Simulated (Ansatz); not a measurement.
Runs of Ansatz 0.2.0 on NaCl. Symmetry: Fm-3m, No. 225, cubic system. The conventional cell has a = 5.588 Å, b = 5.588 Å, c = 5.588 Å, α = 90.00°, β = 90.00°, γ = 90.00°. Around Cl (site symmetry m-3m) lie 6 Na at 2.79 Å. Around Na (site symmetry m-3m) lie 6 Cl at 2.79 Å. The cell is a database's computed one.

| task | level | cell | k mesh | smearing | q mesh | points for each segment of the path | atoms under strain | gap on the mesh (eV) | pressure (GPa) | relaxed volume (Å³/atom) |
| --- | --- | --- | --- | --- | --- | --- | --- | --- | --- | --- |
| relaxation of cell and atoms | PBEsol+D4 | relaxed | 8 × 8 × 8 | fermi-dirac 0.05 eV | - | - | - | 5.07 | 0.0 | (b) |
| relaxation of cell and atoms | PBEsol+D3(BJ) | relaxed | 8 × 8 × 8 | fermi-dirac 0.05 eV | - | - | - | 5.24 | 0.0 | (a) |
| phonons | PBEsol | as given | 6 × 6 × 6 | fixed | 2 × 2 × 2 | 8 | - | 5.04 | - | - |
| elastic constants | PBEsol | as given | 6 × 6 × 6 | fixed | - | - | relaxed | 5.04 | 0.2 | - |
| relaxation of cell and atoms | BLYP | relaxed | 8 × 8 × 8 | fermi-dirac 0.05 eV | - | - | - | 4.89 | 0.0 | 23.89 |

Alike in all rows: potentials or basis Ansatz PAW; no spin polarisation; cutoff (eV) 420.

Problem. Estimate the missing entries.

Solution. (a) 20.75; (b) 21.63.

Caveats: the PAW data sets come from PBE, with cores solved anew for the run's functional, which leaves a small shift of forces and pressure; the plane-wave basis is chosen anew once the cell has moved, so the energies of steps on either side of that aren't comparable (some runs).

A k mesh can miss the band edges.

Runs at the PBE level aren't shown here.
